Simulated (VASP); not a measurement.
# Pb (Fd-3m) in VASP: further runs, part 2 of 2

VASP 6.6.1. The steps go on from the part before.

### Step 4. Relaxation of cell and atoms, LDA

Input file INCAR:

```
SYSTEM = Pb
PREC = Accurate ; ENCUT = 600
EDIFF = 1E-7 ; ISMEAR = -1
SIGMA = 0.05 ; LREAL = .False.
LASPH = .True. ; NELM = 100
ALGO = Normal ; ISIF = 3
LWAVE = .False. ; LCHARG = .False.
IBRION = 2 ; NSW = 60
EDIFFG = -0.005
```

Input file KPOINTS:

```
regular mesh
0
Gamma
  6 6 6
  0 0 0
```

Input file POSCAR:

```
Pb
1.0
    0.0000000000      3.4390000555      3.4390000555
    3.4390000555      0.0000000000      3.4390000555
    3.4390000555      3.4390000555      0.0000000000
Pb
2
Direct
    0.2500000000      0.2500000000      0.2500000000
    0.0000000000      0.0000000000      0.0000000000
```

Potentials or basis: VASP PAW LDA potentials, release 64 (Pb_d).

On the command line:

```sh
> cat potpaw_LDA.64/Pb_d/POTCAR > POTCAR
> mpirun -np 1 vasp_std > vasp.out
```

OUTCAR:

```text
SYSTEM = Pb
   PREC = Accurate
   ENCUT = 600
   EDIFF = 1E-7
   ISMEAR = -1
   LREAL = .False.
   LASPH = .True.
   NELM = 100
   ISIF = 3
   IBRION = 2
   NSW = 60
   EDIFFG = -0.005

 ion  position               nearest neighbor table
   1  0.250  0.250  0.250-   2 2.98   2 2.98   2 2.98   2 2.98
   2  0.000  0.000  0.000-   1 2.98   1 2.98   1 2.98   1 2.98

  LATTYP: Found a face centered cubic cell.
 ALAT       =     6.8780001110

  Lattice vectors:

 A1 = (   0.0000000000,   3.4390000555,   3.4390000555)
 A2 = (   3.4390000555,   0.0000000000,   3.4390000555)
 A3 = (   3.4390000555,   3.4390000555,   0.0000000000)

Analysis of symmetry for initial positions (statically):
=====================================================================
 Subroutine PRICEL returns:
 Original cell was already a primitive cell.

 Routine SETGRP: Setting up the symmetry group for a
 face centered cubic supercell.

 Subroutine GETGRP returns: Found 48 space group operations
 (whereof 24 operations were pure point group operations)
 out of a pool of 48 trial point group operations.

The static configuration has the point symmetry T_d .
[... 145 lines left out ...]

 number of electron      28.0000004 magnetization

 Free energy of the ion-electron system (eV)
  ---------------------------------------------------
  ext. energy  EPLUGINS =         0.00000000
  ---------------------------------------------------
  free energy    TOTEN  =        -7.87646285 eV

  energy without entropy =       -7.86817844  energy(sigma->0) =       -7.87232064

------------------------ aborting loop because EDIFF is reached ----------------------------------------

  FORCE on cell =-STRESS in cart. coord.  units (eV):
  Direction    XX          YY          ZZ          XY          YZ          ZX
  --------------------------------------------------------------------------------------
  -------------------------------------------------------------------------------------
  Total       -0.2761338     -0.2761338     -0.2761338      0.0000000      0.0000000     -0.0000000
  in kB       -5.4388057     -5.4388057     -5.4388057      0.0000000      0.0000000     -0.0000000
  external PRESSURE =      -5.4388057 kB  Pullay stress =       0.0000000 kB
[... 59 lines left out ...]
--------------------------------------- Ionic step        3  -------------------------------------------

 number of electron      28.0000004 magnetization

 Free energy of the ion-electron system (eV)
  ---------------------------------------------------
  ext. energy  EPLUGINS =         0.00000000
  ---------------------------------------------------
  free energy    TOTEN  =        -7.87877369 eV

  energy without entropy =       -7.87052945  energy(sigma->0) =       -7.87465157

 E-fermi :   4.1150     XC(G=0):  -8.8336

 val. band max:        4.1089011114   @ k =   0.1667   0.0000   0.0000
 cond. band min:       4.1852017595   @ k =   0.1667   0.0000   0.0000
 fundamental gap:      0.0763006481
 Fermi energy:         4.1149864773

 k-point     1 :       0.0000    0.0000    0.0000
  band No.  band energies     occupation
      1     -12.9829      2.00000
      2     -12.9829      2.00000
      3     -12.9829      2.00000
      4     -12.9001      2.00000
      5     -12.9001      2.00000
      6     -12.4494      2.00000
[... 354 lines left out ...]
  FREE ENERGIE OF THE ION-ELECTRON SYSTEM (eV)
  ---------------------------------------------------
  free  energy   TOTEN  =        -7.8787736874 eV

  energy  without entropy=       -7.8705294500  energy(sigma->0) =       -7.87465157

 reached required accuracy - stopping structural energy minimisation
```

OSZICAR:

```text
N       E                     dE             d eps       ncg     rms          rms(c)
DAV:   1     0.291237669645E+03    0.29124E+03   -0.15256E+04   576   0.189E+03
DAV:   2     0.125982457230E+02   -0.27864E+03   -0.27508E+03   576   0.440E+02
DAV:   3    -0.734651360607E+01   -0.19945E+02   -0.19796E+02   744   0.150E+02
[... 24 lines left out ...]
DAV:   3    -0.787877880094E+01    0.53000E-03   -0.24350E-03   744   0.862E-01    0.106E-02
DAV:   4    -0.787877400240E+01    0.47985E-05   -0.59108E-05   602   0.894E-02    0.454E-03
DAV:   5    -0.787877419293E+01   -0.19053E-06   -0.13719E-05   750   0.471E-02    0.492E-03
DAV:   6    -0.787877369011E+01    0.50282E-06   -0.25119E-06   726   0.302E-02    0.680E-04
DAV:   7    -0.787877368745E+01    0.26662E-08   -0.66754E-08   294   0.455E-03
   3 F= -.78787737E+01 E0= -.78746516E+01  d E =-.231084E-02
```

It took 52 s on 1 thread of Intel Xeon Platinum 8488C (Sapphire Rapids), shared host; peak memory 0.19 GiB.

Results:

```
Free energy                            : -7.8788 eV
Relaxed volume                         : 40.00 Å³/atom
Relaxed cell                           : a = 4.837 Å, b = 4.837 Å, c = 4.837 Å, α = 60.00°, β = 60.00°, γ = 60.00°
Space group after relaxing (to 0.05 Å) : Fd-3m (No. 227)
Energy gained by relaxing              : 1.2 meV/atom
Ionic steps                            : 3
Pressure after relaxing                : 0.0 GPa
Band gap on the k mesh                 : none (metal or under the smearing width)
```

Step by step:
```csv
step,energy change (eV),largest force (eV/Å),pressure (GPa),volume (Å³)
1,0.0000,0.0000,-0.54,81.34
2,-0.0022,0.0000,0.12,79.73
3,-0.0023,0.0000,0.00,80.00
```

Final structure:
```
Pb
1.0
     0.00000    3.41999    3.41999
     3.41999    0.00000    3.41999
     3.41999    3.41999    0.00000
Pb
2
Direct
  0.25000 0.25000 0.25000
  0.00000 0.00000 0.00000
```

### Step 5. The runs side by side

```tsv
level	potentials or basis	gap on the mesh (eV)	pressure (GPa)	relaxed volume (Å³/atom)
r2SCAN	VASP PAW PBE potentials, release 64 (Pb_d)	none	0.0	42.16
PBEsol	VASP PAW PBE potentials, release 64 (Pb_d)	none	0.0	41.31
LDA	VASP PAW LDA potentials, release 64 (Pb_d)	none	0.0	40.00
```

Alike in all rows: task relaxation of cell and atoms; no spin polarisation; cell relaxed; k mesh 6 × 6 × 6; cutoff (eV) 600; smearing fermi-dirac 0.05 eV.

Caveats: the PAW data sets were made with another functional, which shifts forces and pressure a little (some runs).

Absolute energies hang on the potentials; compare differences alone.
